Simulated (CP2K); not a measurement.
Zr:

```
Zr
1.0
     3.23200    0.00000    0.00000
    -1.61600    2.79899    0.00000
     0.00000    0.00000    5.14700
Zr
2
Direct
  0.66667 0.33333 0.75000
  0.33333 0.66667 0.25000
```

Program: CP2K 2026.2. Alike in all runs: no spin polarisation; cell as given; k mesh 9 × 9 × 5; smearing fermi-dirac 0.05 eV.

Question: Order these runs on this cell by their pressure, lowest first.
A. level PBEsol; potentials or basis POTENTIAL_UZH Zr GTH-PBE-q12; TZVP-MOLOPT-PBE-GTH basis; basis sets Zr TZVP-MOLOPT-PBE-GTH-q12; CUTOFF of the grids 700 Ry
B. level PBE; potentials or basis POTENTIAL_UZH Zr GTH-PBE-q12; ccGRB-D basis; basis sets Zr ccGRB-D-q12; CUTOFF of the grids 450 Ry; hirshfeld SHAPE_FUNCTION DENSITY; VORONOI_RADII COVALENT
C. level BLYP; potentials or basis POTENTIAL_UZH Zr GTH-PBE-q12; TZVP-MOLOPT-PBE-GTH basis; basis sets Zr TZVP-MOLOPT-PBE-GTH-q12; CUTOFF of the grids 700 Ry
D. level HLE17; potentials or basis POTENTIAL_UZH Zr GTH-PBE-q12; TZVP-MOLOPT-PBE-GTH basis; basis sets Zr TZVP-MOLOPT-PBE-GTH-q12; CUTOFF of the grids 700 Ry
E. level LDA; potentials or basis POTENTIAL_UZH Zr GTH-PBE-q12; TZVP-MOLOPT-PBE-GTH basis; basis sets Zr TZVP-MOLOPT-PBE-GTH-q12; CUTOFF of the grids 700 Ry

Answer: D (-12.2 GPa), E (-4.9 GPa), A (-2.4 GPa), B (0.8 GPa), C (4.2 GPa).

Caveats: the basis of atomic orbitals isn't converged, which shifts pressures, moduli and gaps; the potentials were made for another functional, which shifts forces and pressure (some runs); the potentials were made for a functional far from this one (some runs).
